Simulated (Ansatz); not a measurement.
# SiC35 (Graphite 2H): the cost of one run

Program: Ansatz 0.2.0. Level of theory: DFT, PBE, plane-wave PAW, default files, scalar-relativistic. These are calculated values, not measurements.

The COD entry's cell or inner coordinates are ideal or old and differ from later refinements, so a difference from it is no clean test against experiment.

1 further run of the same task is left out (it didn't finish).

## (1) Starting point

Symmetry: P3m1, No. 156, trigonal system. The conventional cell has a = 7.410 Å, b = 7.410 Å, c = 6.790 Å, α = 90.00°, β = 90.00°, γ = 120.00°. C (site symmetry m) is surrounded by 2 C at 1.43 Å and 1 Si at 1.43 Å. Around C (site symmetry m) lie 3 C at 1.43 Å. Around Si (site symmetry 3m) lie 3 C at 1.43 Å. Around C (site symmetry 1) lie 3 C at 1.43 Å. Only part of the 13 independent sites is listed.

Coordinates:

```
CELL_PARAMETERS angstrom
7.41000 0.00000 0.00000
-3.70500 6.41725 0.00000
0.00000 0.00000 6.79000
ATOMIC_POSITIONS crystal
C 0.00000 0.00000 0.00000
C 0.00000 0.33333 0.00000
C 0.00000 0.66667 0.00000
C 0.33333 0.00000 0.00000
C 0.33333 0.33333 0.00000
C 0.33333 0.66667 0.00000
C 0.66667 0.00000 0.00000
C 0.66667 0.33333 0.00000
C 0.66667 0.66667 0.00000
C 0.00000 0.00000 0.50000
C 0.00000 0.33333 0.50000
C 0.00000 0.66667 0.50000
C 0.33333 0.00000 0.50000
C 0.33333 0.33333 0.50000
C 0.33333 0.66667 0.50000
C 0.66667 0.00000 0.50000
C 0.66667 0.33333 0.50000
C 0.66667 0.66667 0.50000
Si 0.11111 0.22222 0.00500
C 0.11111 0.55556 0.00500
C 0.11111 0.88889 0.00500
C 0.44444 0.22222 0.00500
C 0.44444 0.55556 0.00500
C 0.44444 0.88889 0.00500
C 0.77778 0.22222 0.00500
C 0.77778 0.55556 0.00500
C 0.77778 0.88889 0.00500
C 0.22222 0.11111 0.50500
C 0.22222 0.44444 0.50500
C 0.22222 0.77778 0.50500
C 0.55556 0.11111 0.50500
C 0.55556 0.44444 0.50500
C 0.55556 0.77778 0.50500
C 0.88889 0.11111 0.50500
C 0.88889 0.44444 0.50500
C 0.88889 0.77778 0.50500
```

Atom 19 of the input is the impurity.

## (2) Single point at the given positions

Input file input.yaml:

```yaml
crystal:
  lattice:
    - [7.41, 0.0, 0.0]
    - [-3.705, 6.4172482419, 0.0]
    - [0.0, 0.0, 6.79]
  atoms:
    - { symbol: C, position: [0.0, 0.0, 0.0] }
    - { symbol: C, position: [0.0, 0.3333333333, 0.0] }
    - { symbol: C, position: [0.0, 0.6666666667, 0.0] }
    - { symbol: C, position: [0.3333333333, 0.0, 0.0] }
    - { symbol: C, position: [0.3333333333, 0.3333333333, 0.0] }
    - { symbol: C, position: [0.3333333333, 0.6666666667, 0.0] }
    - { symbol: C, position: [0.6666666667, 0.0, 0.0] }
    - { symbol: C, position: [0.6666666667, 0.3333333333, 0.0] }
    - { symbol: C, position: [0.6666666667, 0.6666666667, 0.0] }
    - { symbol: C, position: [0.0, 0.0, 0.5] }
    - { symbol: C, position: [0.0, 0.3333333333, 0.5] }
    - { symbol: C, position: [0.0, 0.6666666667, 0.5] }
    - { symbol: C, position: [0.3333333333, 0.0, 0.5] }
    - { symbol: C, position: [0.3333333333, 0.3333333333, 0.5] }
    - { symbol: C, position: [0.3333333333, 0.6666666667, 0.5] }
    - { symbol: C, position: [0.6666666667, 0.0, 0.5] }
    - { symbol: C, position: [0.6666666667, 0.3333333333, 0.5] }
    - { symbol: C, position: [0.6666666667, 0.6666666667, 0.5] }
    - { symbol: Si, position: [0.1111111111, 0.2222222222, 0.005] }
    - { symbol: C, position: [0.1111111111, 0.5555555556, 0.005] }
    - { symbol: C, position: [0.1111111111, 0.8888888889, 0.005] }
    - { symbol: C, position: [0.4444444444, 0.2222222222, 0.005] }
    - { symbol: C, position: [0.4444444444, 0.5555555556, 0.005] }
    - { symbol: C, position: [0.4444444444, 0.8888888889, 0.005] }
    - { symbol: C, position: [0.7777777778, 0.2222222222, 0.005] }
    - { symbol: C, position: [0.7777777778, 0.5555555556, 0.005] }
    - { symbol: C, position: [0.7777777778, 0.8888888889, 0.005] }
    - { symbol: C, position: [0.2222222222, 0.1111111111, 0.505] }
    - { symbol: C, position: [0.2222222222, 0.4444444444, 0.505] }
    - { symbol: C, position: [0.2222222222, 0.7777777778, 0.505] }
    - { symbol: C, position: [0.5555555556, 0.1111111111, 0.505] }
    - { symbol: C, position: [0.5555555556, 0.4444444444, 0.505] }
    - { symbol: C, position: [0.5555555556, 0.7777777778, 0.505] }
    - { symbol: C, position: [0.8888888889, 0.1111111111, 0.505] }
    - { symbol: C, position: [0.8888888889, 0.4444444444, 0.505] }
    - { symbol: C, position: [0.8888888889, 0.7777777778, 0.505] }
kpoints:
  mp_grid: { grid: [3, 3, 3] }
scf:
  occupations: { method: fermi_dirac, width: 0.01 }
hamiltonian:
  xc: pbe
  pseudopotentials: { kind: paw }
output:
  forces: true
  stress: true
  populations: true
  efg: { contact_densities: true }
```

The run is started by

```sh
$ ansatz run input.yaml --threads 1 --pin off --max-ram 2560MiB --backend cpu --events-out ev --progress --plain --runs-dir out
```

What time and memory should one allow on 1 thread of Arm Neoverse V2, shared host?

About 36 s, with a peak of 0.61 GiB.
